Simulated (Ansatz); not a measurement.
Br:

```
CELL_PARAMETERS angstrom
3.36325 -2.32255 0.00000
3.36325 2.32255 0.00000
0.00000 0.00000 8.70230
ATOMIC_POSITIONS crystal
Br 0.36510 0.63490 0.39010
Br 0.13490 0.86510 0.89010
Br 0.63490 0.36510 0.60990
Br 0.86510 0.13490 0.10990
```

Base run:

```yaml
Program: Ansatz 0.2.0
Functional: PBEsol0
Potentials_or_basis: Ansatz PAW
Cutoff: "420 eV (not typed: the program's choice for these potentials)"
k_mesh: 4 × 4 × 2
Occupations: fermi-dirac, width 0.05 eV
Spin: no spin polarisation
```

Its results: band gap on the k mesh 3.78 eV, indirect (least direct gap 3.90 eV); pressure -0.5 GPa; largest force 0.074 eV/Å.

Task: The run is repeated on the same cell with these changes: functional from PBEsol0 to PBE0. What comes out?

Result: Band gap on the k mesh 3.84 eV, indirect (least direct gap 3.97 eV); pressure 0.8 GPa; largest force 0.153 eV/Å.

Caveats: the PAW data sets come from PBE, with cores solved anew for the run's functional, which leaves a small shift of forces and pressure; the thresholds are loose for stress.
